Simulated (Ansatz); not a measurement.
Write the native input for Ansatz 0.2.0 that does the following.

| Item | Value |
| --- | --- |
| Task | relaxation of cell and atoms |
| Functional | revPBE |
| Potentials or basis | all-electron LAPW, scalar-relativistic |
| Basis error allowed | 0.001 eV/atom |
| k mesh | 11 × 11 × 11 |
| Occupations | fermi-dirac, width 0.05 eV |
| Spin | no spin polarisation |

Crystal: Al.

```
Al
1.0
     0.00000    2.02481    2.02481
     2.02481    0.00000    2.02481
     2.02481    2.02481    0.00000
Al
1
Direct
  0.00000 0.00000 0.00000
```

The input as run:

input.yaml

```yaml
crystal:
  lattice:
    - [0.0, 2.024805, 2.024805]
    - [2.024805, 0.0, 2.024805]
    - [2.024805, 2.024805, 0.0]
  atoms:
    - { symbol: Al, position: [0.0, 0.0, 0.0] }
kpoints:
  mp_grid: { grid: [11, 11, 11] }
scf:
  occupations: { method: fermi_dirac, width: 0.05 }
hamiltonian:
  xc: revpbe
  pseudopotentials: { kind: all_electron, lapw: { basis_error: 0.001 } }
output:
  forces: true
  stress: true
relax:
  f_tol: 0.02
  max_steps: 60
  cell: {}
```

Potentials or basis: all-electron LAPW, scalar-relativistic.

The run is started by

```sh
$ ansatz run input.yaml --threads 1 --pin off --max-ram 3072MiB --backend cpu --events-out ev --progress --plain --runs-dir out
```

Results of the run:

- Relaxed volume: 16.75 Å³/atom
- Relaxed cell: a = 2.872 Å, b = 2.872 Å, c = 2.872 Å, α = 60.00°, β = 60.00°, γ = 60.00°
- Space group after relaxing (to 0.05 Å): Fm-3m (No. 225)
- Energy gained by relaxing: 0.3 meV/atom
- Ionic steps: 4
- Pressure after relaxing: 0.0 GPa

Run time: 3.3 s on 1 thread of Arm Neoverse V1, with other jobs on the host, peak memory 0.2 GiB.
